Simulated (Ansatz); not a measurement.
**Computed properties of KCl**

```
K Cl
1.0
     3.63400    0.00000    0.00000
     0.00000    3.63400    0.00000
     0.00000    0.00000    3.63400
K Cl
1 1
Direct
  0.00000 0.00000 0.00000
  0.50000 0.50000 0.50000
```

Atoms are numbered in the order listed.

The cell is COD entry 1000050, as deposited and not checked against the literature; nothing was relaxed.

Levels of theory: DFT, PBE, all-electron LAPW, scalar-relativistic (Ansatz 0.2.0); DFT, PBE, PAW with Ansatz's default frozen-core files, scalar-relativistic (Ansatz 0.2.0).

For LAPW: a Γ-centred 7×7×7 k mesh, Fermi–Dirac smearing of 0.01 eV, basis error target 1 meV/atom, no spin polarisation. PAW takes a cutoff of 420 eV at this cell. The Ansatz runs share mesh, smearing and spin set-up. Values come from LAPW unless marked.

```json
{"Löwdin charges (with 0.07 e of the cell spilling out of the atomic basis, so their sizes and signs hang on that basis)": "K1 0.76, Cl2 -0.69 e", "Bader charges (from the PAW run)": "K1 +0.82, Cl2 -0.82 e", "Volume per atom": "24.00 Å³"}
```

**Question.** Smallest direct gap on the path: what does the calculation give?

**Answer.** 5.81 eV.

**Question.** Predict this quantity. Band gap.

**Answer.** 5.58 eV, indirect from M (0.5, 0.5, 0) to Γ.

**Question.** Give the computed value. Pressure at this cell.

**Answer.** 44.6 kbar.
